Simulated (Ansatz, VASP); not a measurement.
NaI: VASP beside Ansatz

Contents of POSCAR:

```
NaI
1.0
    3.9415435151      0.0000000000      0.0000000000
    0.0000000000      3.9415435151      0.0000000000
    0.0000000000      0.0000000000      3.9415435151
Na I
1 1
Direct
    0.0000000000      0.0000000000      0.0000000000
    0.5000000000      0.5000000000      0.5000000000
```

Contents of INCAR.step1:

```
SYSTEM = NaI
ALGO = Normal
EDIFF = 1E-4
ENCUT = 520
GGA = PE
ISMEAR = 0
LASPH = .TRUE.
LCHARG = .FALSE.
LREAL = .FALSE.
LWAVE = .TRUE.
NBANDS = 14
NELM = 100
PREC = Accurate
SIGMA = 0.01
```

File INCAR.step2:

```
SYSTEM = NaI
ALGO = Normal
EDIFF = 1E-7
ENCUT = 520
ISIF = 2
ISMEAR = 0
ISTART = 1
LASPH = .TRUE.
LCHARG = .FALSE.
LMIXTAU = .TRUE.
LREAL = .FALSE.
LWAVE = .FALSE.
METAGGA = R2SCAN
NBANDS = 14
NELM = 100
PREC = Accurate
SIGMA = 0.01
```

File KPOINTS:

```
k-points
0
G
  6 6 6
  0 0 0
```

Input for Ansatz:

```yaml
crystal:
  lattice:
    - [3.9415435151, 0.0, 0.0]
    - [0.0, 3.9415435151, 0.0]
    - [0.0, 0.0, 3.9415435151]
  atoms:
    - { symbol: Na, position: [0.0, 0.0, 0.0] }
    - { symbol: I, position: [0.5, 0.5, 0.5] }
kpoints:
  mp_grid: { grid: [6, 6, 6] }
  band_path:
    path: [[0.0, 0.0, 0.0], [0.0, 0.5, 0.0], [0.5, 0.5, 0.0], [0.5, 0.5, 0.5]]
    npoints: 1
hamiltonian:
  xc: r2scan
scf:
  occupations: { method: fixed }
  n_extra_bands: 4
output:
  forces: true
  stress: true
  eigenvalues: true
```

Change from the starting cell: hydrostatic strain -2.5%.

Alike in both runs: task single point; functional r2SCAN; k mesh 6 × 6 × 6; no spin polarisation.

|  | VASP | Ansatz |
| --- | --- | --- |
| version | VASP 6.6.1 | Ansatz 0.2.0 |
| potentials or method | VASP PAW PBE potentials, release 64 (Na_pv, I) | plane waves, PAW |
| plane-wave cutoff (eV) | 520 | 500 |
| occupations | gaussian, width 0.01 eV | fixed |
| valence electrons in the cell | 14 | 26 |

```tsv
	VASP	Ansatz	Ansatz less VASP
gap on the k mesh at the Fermi level (eV)	3.20	3.19	-0.006
pressure (GPa)	1.5	1.6	+0.12
```

The two sets of potentials don't hold the same shells in valence.

Caveats: the PAW data sets were made with another functional, which shifts forces and pressure a little (VASP); spin-orbit coupling is left out, which moves the levels of the heavy elements. A k mesh can miss the band edges.
